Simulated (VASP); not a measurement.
Set up this calculation in VASP 6.6.1, as the native input.

```
Task                   : relaxation of cell and atoms
Functional             : PBE
Dispersion             : TS
Potentials or basis    : VASP PAW PBE potentials, release 64 (N, B)
Cutoff                 : 600 eV
k mesh                 : 12 × 12 × 12
Occupations            : fermi-dirac, width 0.05 eV
Spin                   : no spin polarisation
Further INCAR settings : ALGO = Normal; EDIFF = 1e-06; IBRION = 2; EDIFFG = -0.02; NSW = 40; ISIF = 3
```

The structure of BN lies in POSCAR:

```
BN
1.0
    1.2511217832      0.7223354983      3.3729344033
   -1.2511217832      0.7223354983      3.3729344033
    0.0000000000     -1.4446709966      3.3729344033
N B
1 1
Direct
    0.6672382000      0.6672382000      0.6672382000
    0.0003288000      0.0003288000      0.0003288000
```

The cell is a database's computed one.

One way to write it, as run:

INCAR

```
SYSTEM = BN
ALGO     = Normal         ! electronic algorithm
EDIFF    = 1E-6           ! SCF threshold, eV
EDIFFG   = -0.02          ! ionic threshold
ENCUT    = 600            ! plane-wave cutoff, eV
GGA      = PE             ! functional
IBRION   = 2              ! ionic algorithm
ISIF     = 3              ! what is computed and relaxed
ISMEAR   = -1             ! smearing method
IVDW     = 2              ! dispersion correction
LASPH    = .True.         ! aspherical terms in the spheres
LCHARG   = .False.        ! write CHGCAR
LREAL    = .False.        ! projectors in reciprocal space
LWAVE    = .False.        ! write WAVECAR
NELM     = 60             ! most SCF steps
NSW      = 40             ! ionic steps
PREC     = Accurate       ! precision mode
SIGMA    = 0.05           ! smearing width, eV
```

KPOINTS

```
k-points
0
Gamma
  12 12 12
  0 0 0
```

Potentials or basis: VASP PAW PBE potentials, release 64 (N, B).

Run with:

```console
$ cat potpaw_PBE.64/N/POTCAR potpaw_PBE.64/B/POTCAR > POTCAR
$ mpirun -np 1 vasp_std > vasp.out
```

It gave:

```json
{
 "Relaxed volume": "8.98 Å³/atom",
 "Relaxed cell": "a = 3.610 Å, b = 3.610 Å, c = 3.610 Å, α = 40.58°, β = 40.58°, γ = 40.58°",
 "Space group after relaxing (to 0.05 Å)": "R3m (No. 160)",
 "Energy gained by relaxing": "1.0 meV/atom",
 "Ionic steps": "10",
 "Pressure after relaxing": "0.1 GPa",
 "Largest force after relaxing": "0.018 eV/Å",
 "Band gap on the k mesh": "4.25 eV, indirect (least direct gap 4.70 eV)",
 "Hirshfeld charges": "N -0.20; B +0.20 e",
 "Dispersion energy per atom": "-0.145 eV"
}
```

Run time: 3.7 min on 1 thread of Intel(R) Xeon(R) Platinum 8488C (Sapphire Rapids), with other jobs on the host, peak memory 0.19 GiB.
